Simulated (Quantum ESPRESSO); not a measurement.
# InP/In(1-x)Ga(x)P (110) interfaces, on the lattice of InP: a series in the share x of Ga, part 3 of 9

Wanted: a table for InP/In(1-x)Ga(x)P (110) interfaces, on the lattice of InP against the share x of Ga, and what can be fitted to it.

Quantum ESPRESSO 7.5; plane-wave DFT, LDA, GBRV ultrasoft pseudopotentials.

So far. Step 2 (Relaxing cell and ions of the reference):  The last row is no step: it is a fresh SCF in the final cell with a new plane-wave basis, +5 meV from the row before.

## Step 5: Variable-cell relaxation, 0.25

What the set-up leaves free in this member is relaxed.

System of this step: In(1-x)Ga(x)P, x = 1/4, ordered (110) cell. The structure is orthorhombic, space group Pmm2 (No. 25). Conventional cell: a = 4.115 Å, b = 8.231 Å, c = 5.819 Å, α = 90.00°, β = 90.00°, γ = 90.00°. Ga has 4 P at 2.52 Å nearest. P has 2 Ga at 2.52 Å and 2 In at 2.52 Å nearest. Nearest to In lie 4 P at 2.52 Å. Nearest to P lie 3 In at 2.52 Å and 1 Ga at 2.52 Å. In has 4 P at 2.52 Å nearest. P has 4 In at 2.52 Å nearest. Farther neighbours are not listed.

The input, m0.relax.in:

```
&control
  prefix = 'm0.relax'
  outdir = './out'
  pseudo_dir = './pseudo'
  nstep = 70
  forc_conv_thr = 0.0004
  calculation = 'vc-relax'
/
&system
  ibrav = 0
  nat = 8
  ntyp = 3
  ecutwfc = 48
  ecutrho = 240
  occupations = 'smearing'
  smearing = 'fd'
  degauss = 0.002
/
&electrons
  conv_thr = 1e-09
  mixing_beta = 0.4
  electron_maxstep = 120
/
&ions
/
&cell
  cell_dofree = 'z'
  press_conv_thr = 0.4
/
ATOMIC_SPECIES
  Ga  69.7230  ga_lda_v1.4.uspp.F.UPF
  P   30.9738  p_lda_v1.5.uspp.F.UPF
  In  114.8180  in_lda_v1.4.uspp.F.UPF
CELL_PARAMETERS angstrom
  5.81914342700000 0.00000000000000 0.00000000000000
  0.00000000000000 4.11539460300000 0.00000000000000
  0.00000000000000 0.00000000000000 8.23078935800000
ATOMIC_POSITIONS crystal
  Ga  0.000000000000 0.000000000000 0.000000000000
  P   0.250000000000 0.500000000000 0.000000000000
  In  0.500000000000 0.500000000000 0.250000000000
  P   0.750000000000 0.000000000000 0.250000000000
  In  0.000000000000 0.000000000000 0.500000000000
  P   0.250000000000 0.500000000000 0.500000000000
  In  0.500000000000 0.500000000000 0.750000000000
  P   0.750000000000 0.000000000000 0.750000000000
K_POINTS automatic
  3 4 2 0 0 0
```

Launch:

```sh
$ OMP_NUM_THREADS=1 mpirun -n 4 pw.x -nk 2 -in m0.relax.in > m0.relax.out
```

Log:

```text
[banner, memory and clock lines left out]
Program PWSCF v.7.5 starts

          URL

     Message from routine setup:
     using ibrav=0 with symmetry is DISCOURAGED, use correct ibrav instead

     bravais-lattice index     =            0
     lattice parameter (alat)  =      10.9966  a.u.
     unit-cell volume          =    1330.1745 (a.u.)^3
     number of atoms/cell      =            8
     number of atomic types    =            3
     number of electrons       =        78.00
     number of Kohn-Sham states=           47
     kinetic-energy cutoff     =      48.0000  Ry
     charge density cutoff     =     240.0000  Ry
     scf convergence threshold =      1.0E-09
     mixing beta               =       0.4000
     number of iterations used =            8  plain     mixing
     energy convergence thresh.=      1.0E-04
     force convergence thresh. =      4.0E-04
     press convergence thresh. =      4.0E-01
     Exchange-correlation=  SLA  PZ   NOGX NOGC
                           (   1   1   0   0   0   0   0)
     nstep                     =           70

     celldm(1)=  10.996587  celldm(2)=   0.000000  celldm(3)=   0.000000
     celldm(4)=   0.000000  celldm(5)=   0.000000  celldm(6)=   0.000000

     crystal axes: (cart. coord. in units of alat)
               a(1) = (   1.000000   0.000000   0.000000 )
               a(2) = (   0.000000   0.707217   0.000000 )
               a(3) = (   0.000000   0.000000   1.414433 )

     reciprocal axes: (cart. coord. in units 2 pi/alat)
               b(1) = (  1.000000  0.000000  0.000000 )
               b(2) = (  0.000000  1.413994  0.000000 )
               b(3) = (  0.000000  0.000000  0.706997 )

     PseudoPot. # 1 for Ga read from file:
     ./pseudo/ga_lda_v1.4.uspp.F.UPF
     Pseudo is Ultrasoft + core correction, Zval = 19.0
     Generated by new atomic code, or converted to UPF format
     Using radial grid of  871 points,  6 beta functions with:
                l(1) =   0
                l(2) =   0
                l(3) =   1
                l(4) =   1
                l(5) =   2
                l(6) =   2
     Q(r) pseudized with  8 coefficients,  rinner =    1.250   1.250   1.250
                                                       1.250   1.250

     PseudoPot. # 2 for P  read from file:
     ./pseudo/p_lda_v1.5.uspp.F.UPF
     Pseudo is Ultrasoft + core correction, Zval =  5.0
     Generated by new atomic code, or converted to UPF format
     Using radial grid of  903 points,  6 beta functions with:
                l(1) =   0
                l(2) =   0
                l(3) =   1
                l(4) =   1
                l(5) =   2
                l(6) =   2
     Q(r) pseudized with  8 coefficients,  rinner =    1.300   1.300   1.300
                                                       1.300   1.300

     PseudoPot. # 3 for In read from file:
     ./pseudo/in_lda_v1.4.uspp.F.UPF
     Pseudo is Ultrasoft + core correction, Zval = 13.0
     Generated by new atomic code, or converted to UPF format
     Using radial grid of  889 points,  6 beta functions with:
                l(1) =   0
                l(2) =   0
                l(3) =   1
                l(4) =   1
                l(5) =   2
                l(6) =   2
     Q(r) pseudized with  6 coefficients,  rinner =    1.400   1.400   1.400
                                                       1.400   1.400

     atomic species   valence    mass     pseudopotential
     Ga               19.00    69.72300     Ga( 1.00)
     P                 5.00    30.97380     P ( 1.00)
     In               13.00   114.81800     In( 1.00)

      4 Sym. Ops. (no inversion) found

   Cartesian axes

     site n.     atom                  positions (alat units)
         1        Ga     tau(   1) = (   0.0000000   0.0000000   0.0000000  )
         2        P      tau(   2) = (   0.2500000   0.3536083   0.0000000  )
         3        In     tau(   3) = (   0.5000000   0.3536083   0.3536083  )
         4        P      tau(   4) = (   0.7500000   0.0000000   0.3536083  )
         5        In     tau(   5) = (   0.0000000   0.0000000   0.7072166  )
         6        P      tau(   6) = (   0.2500000   0.3536083   0.7072166  )
         7        In     tau(   7) = (   0.5000000   0.3536083   1.0608249  )
         8        P      tau(   8) = (   0.7500000   0.0000000   1.0608249  )

     number of k points=    12  Fermi-Dirac smearing, width (Ry)=  0.0020
                       cart. coord. in units 2pi/alat
        k(    1) = (   0.0000000   0.0000000   0.0000000), wk =   0.0833333
        k(    2) = (   0.0000000   0.0000000  -0.3534985), wk =   0.0833333
        k(    3) = (   0.0000000   0.3534985   0.0000000), wk =   0.1666667
        k(    4) = (   0.0000000   0.3534985  -0.3534985), wk =   0.1666667
        k(    5) = (   0.0000000  -0.7069970   0.0000000), wk =   0.0833333
        k(    6) = (   0.0000000  -0.7069970  -0.3534985), wk =   0.0833333
        k(    7) = (   0.3333333   0.0000000   0.0000000), wk =   0.1666667
        k(    8) = (   0.3333333   0.0000000  -0.3534985), wk =   0.1666667
        k(    9) = (   0.3333333   0.3534985   0.0000000), wk =   0.3333333
        k(   10) = (   0.3333333   0.3534985  -0.3534985), wk =   0.3333333
        k(   11) = (   0.3333333  -0.7069970   0.0000000), wk =   0.1666667
        k(   12) = (   0.3333333  -0.7069970  -0.3534985), wk =   0.1666667

     Dense  grid:    83457 G-vectors     FFT dimensions: (  60,  40,  80)

     Smooth grid:    59827 G-vectors     FFT dimensions: (  50,  36,  72)

     Initial potential from superposition of free atoms

     starting charge      72.4994, renormalised to      78.0000
     Starting wfcs are   55 randomized atomic wfcs

     per-process dynamical memory:    61.2 Mb

     Self-consistent Calculation

     iteration #  1     ecut=    48.00 Ry     beta= 0.40
     Davidson diagonalization with overlap
     ethr =  1.00E-02,  avg # of iterations =  6.2

     total energy              =    -796.57479913 Ry
     estimated scf accuracy    <     151.83568265 Ry

     iteration #  2     ecut=    48.00 Ry     beta= 0.40
     Davidson diagonalization with overlap
     ethr =  1.00E-02,  avg # of iterations =  9.3

     total energy              =    -827.17623417 Ry
     estimated scf accuracy    <     489.27265365 Ry

     iteration #  3     ecut=    48.00 Ry     beta= 0.40
     Davidson diagonalization with overlap
     ethr =  1.00E-02,  avg # of iterations =  8.2

     total energy              =    -866.67886844 Ry
     estimated scf accuracy    <      83.24667297 Ry

[...]
4.2978   4.5301   4.9665   5.6964   5.7673   6.5130   6.7278   8.3714
     9.0532   9.1762   9.2388  10.5289  10.8719  11.0481  11.3958

          k = 0.0000 0.3535 0.0000 (  7443 PWs)   bands (ev):

   -86.8787 -86.8664 -86.8636  -7.7877  -7.7799  -7.7404  -7.6837  -7.6688
    -7.4428  -7.3625  -7.3516  -7.2839  -7.2385  -7.2249  -7.2099  -7.1993
    -7.1843  -7.1663  -7.1504  -7.1367  -7.1188  -7.1104  -7.0933  -4.4357
    -2.7910  -2.7801  -2.4048   0.7878   1.4383   1.7038   3.2857   4.0687
     4.1174   4.1856   4.6210   4.7651   5.0740   5.6371   6.7691   9.0785
     9.4310   9.5176   9.7030   9.8930  10.0999  10.8026  11.0504

          k = 0.0000 0.3535-0.3635 (  7464 PWs)   bands (ev):

   -86.8787 -86.8665 -86.8636  -7.7866  -7.7787  -7.7394  -7.6831  -7.6687
    -7.4305  -7.3788  -7.3155  -7.3128  -7.2321  -7.2274  -7.2052  -7.1998
    -7.1946  -7.1587  -7.1567  -7.1320  -7.1190  -7.1094  -7.1077  -4.0822
    -3.8045  -2.3112  -2.1800   0.6272   1.2214   3.2401   3.4835   3.6022
     3.7726   3.8287   3.9697   5.2486   5.3900   5.4035   5.5225   9.0226
     9.2088   9.8510  10.0434  10.8675  11.1068  11.2044  11.4946

          k = 0.0000-0.7070 0.0000 (  7462 PWs)   bands (ev):

   -86.8787 -86.8664 -86.8636  -7.7909  -7.7775  -7.7453  -7.6802  -7.6737
    -7.4572  -7.3856  -7.3533  -7.2909  -7.2182  -7.2174  -7.2165  -7.1890
    -7.1766  -7.1653  -7.1549  -7.1221  -7.1152  -7.1144  -7.0854  -3.3347
    -3.2094  -2.3218  -2.2791   0.5298   1.0567   1.8015   1.9579   3.7110
     3.8661   4.3590   4.3924   4.4844   4.5339   5.8192   6.1049   8.4004
     8.4717   8.7921   8.9430   9.7305  10.2433  11.7638  12.1037

          k = 0.0000-0.7070-0.3635 (  7452 PWs)   bands (ev):

   -86.8787 -86.8663 -86.8636  -7.7892  -7.7770  -7.7433  -7.6799  -7.6734
    -7.4472  -7.4053  -7.3340  -7.2929  -7.2161  -7.2141  -7.1997  -7.1926
    -7.1812  -7.1687  -7.1618  -7.1458  -7.1070  -7.1052  -7.0967  -3.0758
    -2.9193  -2.7609  -2.7150   1.1064   1.6163   1.6955   1.8290   3.8738
     4.0283   4.2144   4.2705   4.4805   4.6506   4.7809   4.8681   9.5347
     9.5411   9.5424   9.7910   9.9196  10.1851  10.1913  10.3764

          k = 0.3333 0.0000 0.0000 (  7488 PWs)   bands (ev):

   -86.8788 -86.8665 -86.8636  -7.7881  -7.7862  -7.7269  -7.6862  -7.6645
    -7.4285  -7.3748  -7.3363  -7.2850  -7.2566  -7.2403  -7.2190  -7.2122
    -7.2080  -7.1588  -7.1364  -7.1237  -7.1214  -7.0999  -7.0994  -4.4862
    -3.3488  -3.0224  -3.0003   0.9602   1.1584   2.1384   4.5446   4.6911
     4.9830   5.2648   5.3414   5.6378   5.9596   6.0491   6.1995   8.2540
     8.7575   8.8243   9.3228   9.7142  10.0156  11.2565  11.4856

          k = 0.3333 0.0000-0.3635 (  7498 PWs)   bands (ev):

   -86.8788 -86.8665 -86.8636  -7.7866  -7.7853  -7.7269  -7.6853  -7.6644
    -7.4076  -7.3858  -7.3086  -7.3051  -7.2552  -7.2381  -7.2345  -7.2229
    -7.2046  -7.1554  -7.1282  -7.1262  -7.1169  -7.1134  -7.1060  -4.1461
    -3.8718  -3.0910  -2.9272   1.3635   1.6803   2.8728   2.9492   4.2698
     4.5290   4.8500   5.3284   5.9342   5.9693   6.1888   6.2423   8.3730
     8.6340   9.1007   9.5078  11.0947  11.2344  11.4945  11.4957

          k = 0.3333 0.3535 0.0000 (  7467 PWs)   bands (ev):

   -86.8787 -86.8665 -86.8636  -7.7867  -7.7782  -7.7392  -7.6831  -7.6690
    -7.4285  -7.3652  -7.3514  -7.2875  -7.2489  -7.2310  -7.2244  -7.2160
    -7.1923  -7.1525  -7.1362  -7.1350  -7.1233  -7.1082  -7.0961  -4.0611
    -3.0900  -2.6940  -2.6713   0.9280   1.3185   1.4862   2.7668   3.9452
     4.0735   4.3903   5.0803   5.0818   5.3984   6.1636   6.2702   8.6645
     9.3094   9.3951   9.6107  10.8997  11.2099  11.3405  11.4213

          k = 0.3333 0.3535-0.3635 (  7484 PWs)   bands (ev):

   -86.8787 -86.8665 -86.8636  -7.7856  -7.7771  -7.7383  -7.6825  -7.6689
    -7.4140  -7.3797  -7.3228  -7.3064  -7.2415  -7.2339  -7.2202  -7.2179
    -7.2052  -7.1475  -7.1414  -7.1287  -7.1187  -7.1149  -7.1107  -3.7461
    -3.4618  -2.8468  -2.6636   1.1201   1.5987   2.3354   2.6402   3.4877
     3.6281   4.3714   4.5638   5.0787   5.3129   5.8289   5.9178   9.8119
     9.8618   9.9717  10.0610  10.7670  10.9249  11.4793  11.7529

          k = 0.3333-0.7070 0.0000 (  7476 PWs)   bands (ev):

   -86.8787 -86.8664 -86.8636  -7.7874  -7.7751  -7.7454  -7.6796  -7.6735
    -7.4455  -7.3732  -7.3605  -7.2988  -7.2378  -7.2286  -7.2192  -7.2184
    -7.1635  -7.1575  -7.1433  -7.1228  -7.1161  -7.1090  -7.0928  -3.2259
    -3.1100  -2.2618  -2.2160   0.4955   1.0712   1.1411   1.1992   3.9040
     3.9165   3.9216   3.9502   5.2805   5.2844   5.8419   6.1771   8.7097
     8.9531   9.9823  10.0331  10.2794  10.3127  11.3030  11.5746

          k = 0.3333-0.7070-0.3635 (  7436 PWs)   bands (ev):

   -86.8787 -86.8663 -86.8636  -7.7863  -7.7749  -7.7430  -7.6793  -7.6734
    -7.4344  -7.3902  -7.3433  -7.3021  -7.2224  -7.2209  -7.2200  -7.2195
    -7.1816  -7.1503  -7.1451  -7.1396  -7.1174  -7.1038  -7.1019  -2.9767
    -2.8325  -2.6727  -2.6210   0.7377   1.1273   1.3452   1.4528   3.8928
     3.9638   4.1048   4.1657   5.0523   5.1346   5.1805   5.2279   9.3520
     9.3811   9.4329   9.5046  11.3384  11.3396  11.4951  11.5271

     the Fermi energy is     7.2516 ev

!    total energy              =    -876.69208411 Ry
     estimated scf accuracy    <          1.8E-12 Ry
     smearing contrib. (-TS)   =      -0.00000060 Ry
     internal energy E=F+TS    =    -876.69208352 Ry

     The total energy is F=E-TS. E is the sum of the following terms:
     one-electron contribution =    -596.15035623 Ry
     hartree contribution      =     342.10039444 Ry
     xc contribution           =    -183.08677311 Ry
     ewald contribution        =    -439.55534862 Ry

     convergence has been achieved in   9 iterations

     Forces acting on atoms (cartesian axes, Ry/au):

     atom    1 type  1   force =    -0.00016635    0.00000000    0.00000000
     atom    2 type  2   force =    -0.00189264    0.00000000    0.00000000
     atom    3 type  3   force =     0.00061052    0.00000000    0.00081380
     atom    4 type  2   force =     0.00012119    0.00000000    0.00108941
     atom    5 type  3   force =     0.00145040    0.00000000    0.00000000
     atom    6 type  2   force =    -0.00085485    0.00000000    0.00000000
     atom    7 type  3   force =     0.00061052    0.00000000   -0.00081380
     atom    8 type  2   force =     0.00012119    0.00000000   -0.00108941

     Total force =     0.003304     Total SCF correction =     0.000005

     Computing stress (Cartesian axis) and pressure

          total   stress  (Ry/bohr**3)                   (kbar)     P=      -19.83
  -0.00019850   0.00000000   0.00000000          -29.20        0.00        0.00
   0.00000000  -0.00020959   0.00000000            0.00      -30.83        0.00
   0.00000000   0.00000000   0.00000371            0.00        0.00        0.55

     Energy error            =      3.7E-05 Ry
     Gradient error          =      1.9E-03 Ry/Bohr
     Cell gradient error     =      5.5E-01 kbar

     number of scf cycles    =  13
     number of bfgs steps    =  12

     enthalpy           old  =    -876.6920470795 Ry
     enthalpy           new  =    -876.6920841144 Ry

     CASE: enthalpy          _new < enthalpy          _old

     new trust radius        =       0.0061628936 bohr
     new conv_thr            =            1.0E-11 Ry

     new unit-cell volume =   1294.05329 a.u.^3 (   191.75891 Ang^3 )
     density =      4.65944 g/cm^3

CELL_PARAMETERS (angstrom)
   5.819143427   0.000000000   0.000000000
   0.000000000   4.115394603   0.000000000
   0.000000000   0.000000000   8.007279973

ATOMIC_POSITIONS (crystal)
Ga              -0.0015546671        0.0000000000        0.0000000000
P                0.2190460811        0.5000000000        0.0000000000
In               0.5019958934        0.5000000000        0.2405476212
P                0.7586048908       -0.0000000000        0.2371306060
In               0.0035970173        0.0000000000        0.5000000000
P                0.2577100003        0.5000000000        0.50000
```

The job ended after 11 min (4 MPI ranks of Arm Neoverse V1, shared host; peak memory 0.64 GiB; 42 min of CPU time).

Relaxation path:

```tsv
step	energy less that of the first step (eV)	largest force (eV/Å)	volume (Å³)
1	0.0000	1.2025	197.11
2	-0.0843	1.0294	196.14
3	-0.1595	0.8345	195.10
4	-0.2381	0.5321	193.62
5	-0.2813	0.3088	191.57
6	-0.2862	0.2534	191.67
7	-0.2901	0.2051	191.68
8	-0.2942	0.1377	191.67
9	-0.2974	0.0857	191.65
10	-0.2982	0.0975	191.63
11	-0.2988	0.0851	191.63
12	-0.2993	0.0529	191.65
13	-0.2998	0.0487	191.71
14	-0.3000	0.0406	191.76
15	-0.3002	0.0196	191.80
16	-0.3003	0.0106	191.80
17	-0.3003	0.0055	191.78
18	-0.3003	0.0052	191.75
19	-0.2943	0.0052	191.75
```

```tsv
cell as run	before	after	change
a (Å)	5.819	5.819	+0.0 %
b (Å)	4.115	4.115	+0.0 %
c (Å)	8.231	8.007	-2.7 %
volume (Å³/atom)	24.64	23.97	-2.7 %
```

The atoms that moved most (Å, as changes of fractional coordinates times the final cell):

```tsv
atom	dx	dy	dz	length
P2	-0.185	0.000	0.000	0.185
P8	0.050	0.000	0.099	0.111
P4	0.050	0.000	-0.099	0.111
In3	0.013	0.000	-0.076	0.077
In7	0.013	0.000	0.076	0.077
P6	0.044	0.000	0.000	0.044
In5	0.026	0.000	0.000	0.026
Ga1	-0.011	0.000	0.000	0.011
```

Final coordinates:

```cif
data_structure
_symmetry_space_group_name_H-M 'P 1'
_symmetry_Int_Tables_number 1
_cell_length_a 5.8191
_cell_length_b 4.1154
_cell_length_c 8.0070
_cell_angle_alpha 90.000
_cell_angle_beta 90.000
_cell_angle_gamma 90.000
_cell_volume 191.75
loop_
_atom_site_label
_atom_site_type_symbol
_atom_site_fract_x
_atom_site_fract_y
_atom_site_fract_z
_atom_site_occupancy
Ga1 Ga 0.99809 0.00000 0.00000 1
P2 P 0.21825 0.50000 0.00000 1
In3 In 0.50218 0.50000 0.24054 1
P4 P 0.75862 0.00000 0.23759 1
In5 In 0.00444 0.00000 0.50000 1
P6 P 0.25763 0.50000 0.50000 1
In7 In 0.50218 0.50000 0.75946 1
P8 P 0.75862 0.00000 0.76241 1
```

 The last row is no step: it is a fresh SCF in the final cell with a new plane-wave basis, +6 meV from the row before.

Read from the output:

| Property | Result |
| --- | --- |
| free energy | -11927.9980 eV |
| Fermi energy | 7.250 eV |

(Part 3 of 9 ends here.)

[Logs are printed without paths, hosts, clocks, repeated set-up lines and the standing remarks that a program may print on its own settings, such as how far it seeks lower states.]

[Hosts, paths, dates, database ids (printed as entryN), source tags and the programs' standing remarks are cut or masked in the printed files.]

[Maps of the electrostatic potential energy from Ansatz leave out the sawtooth potential of an applied field or a dipole correction, so their vacuum need not be flat; planar profiles and work functions include it.]
